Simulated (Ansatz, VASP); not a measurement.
One calculation of Ca, two programs

```
Ca
1.0
    -2.22717    2.20520    2.21817
     2.18324   -2.20520    2.17406
     2.22717    2.20520   -2.21817
Ca
1
Cartesian
  -0.0220 0.0000 2.1961
```

Change from the starting cell: strain -0.0200 x Voigt [0, 0, 0, 0, 1, 0], atoms carried along.

Alike in both runs: task single point; functional PBE; k mesh 16 × 16 × 16; occupations gaussian, width 0.15 eV; no spin polarisation.

|  | VASP | Ansatz |
| --- | --- | --- |
| version | VASP 6.6.1 | Ansatz 0.2.0 |
| potentials or method | VASP PAW PBE potentials, release 64 (Ca_sv) | scalar-relativistic, plane waves, PAW |
| plane-wave cutoff (eV) | 520 | 420 |
| valence electrons in the cell | 10 | 10 |

|  | VASP | Ansatz | Ansatz less VASP |
| --- | --- | --- | --- |
| gap on the k mesh at the Fermi level (eV) | none | none | - |
| pressure (GPa) | -0.2 | -0.2 | 0.00 |
| largest component of the traceless stress (GPa) | 0.27 | 0.27 | 0.000 |

A gap of «none» marks a metal or a gap that the smearing closes.
